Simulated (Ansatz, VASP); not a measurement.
# Two plane-wave programs on AlP

```xyz
2
Lattice="0.0000 2.7260 2.7260 2.7260 0.0000 2.7260 2.7260 2.7260 0.0000" Properties=species:S:1:pos:R:3 pbc="T T T"
Al    0.0000    0.0000    0.0000
P     1.3630    1.3630    1.3630
```

Alike in both runs: functional PBE; dispersion D3(BJ); k mesh 8 × 8 × 8; occupations gaussian, width 0.02 eV; no spin polarisation.

Ansatz relaxed the structure, and its values are those at the end. VASP's run is a single point on that final structure, the one shown.

|  | VASP | Ansatz |
| --- | --- | --- |
| version | VASP 6.6.1 | Ansatz 0.2.0 |
| potentials or method | VASP PAW PBE potentials, release 64 (Al, P) | scalar-relativistic, plane waves, PAW |
| plane-wave cutoff (eV) | 520 | 420 |
| valence electrons in the cell | 8 | 8 |

```tsv
	VASP	Ansatz	Ansatz less VASP
gap on the k mesh at the Fermi level (eV)	1.57	1.57	+0.002
least direct gap on the mesh (eV)	3.34	3.35	+0.002
pressure (GPa)	-0.1	0.0	+0.11
```

With one functional, cell and mesh, what is left measures potentials, basis and numerics.

A k mesh can miss the band edges.
